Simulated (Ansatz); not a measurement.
Input:

GeO2:
```yaml
crystal:
  lattice:
    - [4.98968, 0.00000, 0.00000]
    - [-2.49484, 4.32119, 0.00000]
    - [0.00000, 0.00000, 5.69160]
  atoms:
    - { symbol: Ge, position: [0.45112, 0.00000, 0.33333] }
    - { symbol: Ge, position: [0.00000, 0.45112, 0.66667] }
    - { symbol: Ge, position: [0.54888, 0.54888, 0.00000] }
    - { symbol: O, position: [0.39415, 0.30479, 0.24570] }
    - { symbol: O, position: [0.69521, 0.08936, 0.57903] }
    - { symbol: O, position: [0.91064, 0.60585, 0.91237] }
    - { symbol: O, position: [0.30479, 0.39415, 0.75430] }
    - { symbol: O, position: [0.08936, 0.69521, 0.42097] }
    - { symbol: O, position: [0.60585, 0.91064, 0.08763] }
```

This is the PBEsol-relaxed structure. Cartesian axes are those of the cell as given.

Problem. All from plane-wave PAW PBEsol (Ansatz code), unless another level is named. Give the bulk modulus (Birch–Murnaghan fit).

Solution. 36.4 GPa.

Problem. And the elastic constants (relaxed ions, GPa)?

Solution. C11 = 55.8, C12 = 21.7, C13 = 23.1, C14 = 0.1, C33 = 102, C44 = 30.8.

Space group P3_121. The cell was relaxed with PBEsol under the symmetry of its start; of distortions, only those at the zone centre were tested.

Potentials: the later of the program's two PAW sets.
